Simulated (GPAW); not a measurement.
Crystal: Cu2O (Cuprite).

```
Cu O
1.0
     4.26000    0.00000    0.00000
     0.00000    4.26000    0.00000
     0.00000    0.00000    4.26000
Cu O
4 2
Cartesian
  3.1950 1.0650 3.1950
  1.0650 1.0650 1.0650
  1.0650 3.1950 3.1950
  3.1950 3.1950 1.0650
  2.1300 2.1300 2.1300
  0.0000 0.0000 0.0000
```

Base run:

| Quantity | Value |
| --- | --- |
| Program | GPAW 26.7.0 |
| Functional | TB-mBJ |
| Potentials or basis | GPAW PAW data sets for LDA (gpaw-data 1.2.1) |
| Cutoff | 800 eV |
| Basis | pw |
| k mesh | 5 × 5 × 5 |
| Occupations | fermi-dirac, width 0.05 eV |
| Spin | no spin polarisation |

Its results: band gap on the k mesh 0.80 eV, direct.

Task: The run is repeated on the same cell with these changes: functional from TB-mBJ to vdW-DF-cx; potentials or basis from GPAW PAW data sets for LDA (gpaw-data 1.2.1) to GPAW PAW data sets (gpaw-data 1.2.1). What comes out?

Result: Band gap on the k mesh 0.58 eV, direct.

Caveats: a model potential gives levels but no total energy (some runs); an odd mesh through Γ misses points on the zone boundary, where band edges often lie (some runs).
